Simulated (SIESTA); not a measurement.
**InP under changes of volume**

One of the cells (25.167 Å³/atom); the others are scaled copies at fixed shape and fractional positions:

```
In P
1.0
     0.00000    2.93050    2.93050
     2.93050    0.00000    2.93050
     2.93050    2.93050    0.00000
In P
1 1
Cartesian
  0.0000 0.0000 0.0000
  4.3957 4.3957 4.3957
```

- Program: SIESTA 5.4.2
- Functional: PBE
- Potentials or basis: PseudoDojo 0.4 standard (PBE files, fully relativistic)
- Basis: DZP (energy shift 0.003 Ry; two zetas on semicore shells)
- Grid cutoff: 500 Ry
- Energy shift: 0.003 Ry
- k mesh: 6 × 6 × 6
- Occupations: fermi-dirac, width 0.05 eV
- Spin: non-collinear spin, zero start, spin-orbit coupling
- Starting moments: [[0.0, 0.0, 0.0], [0.0, 0.0, 0.0]] μB

```tsv
volume (Å³/atom)	energy over the lowest point (meV/atom)	pressure (GPa)	gap on the mesh (eV)
23.657	71.95	9.0	1.22
24.160	46.77	7.0	1.09
24.663	27.57	5.2	0.96
25.167	13.82	3.6	0.83
25.670	4.94	2.1	0.71
26.173	?	?	?
26.677	0.00	-0.4	0.47
```

Task: What does the run at 26.173 Å³/atom give?

Result: Energy over the lowest point 0.53 meV/atom; pressure 0.8 GPa; gap on the mesh 0.59 eV.

Worked out: A Birch-Murnaghan fit of order 3 (a polynomial in V^(-2/3)) to the other rows has its minimum at 26.49 Å³/atom with B0 = V·E''(V) = 62 GPa and B' = 4.4. It gives 0.48 meV/atom at 26.173 Å³/atom, against the run's 0.53, and -dE/dV = 0.8 GPa, against 0.8. A straight line through the other rows of the gap, of slope -6.25 eV per unit of ln V (its deformation potential), gives 0.59 eV, against the run's 0.59.

Energies are extrapolated to zero smearing.

Caveats: the basis of atomic orbitals isn't converged, which shifts pressures, moduli and gaps.

A mesh can miss the band edges.
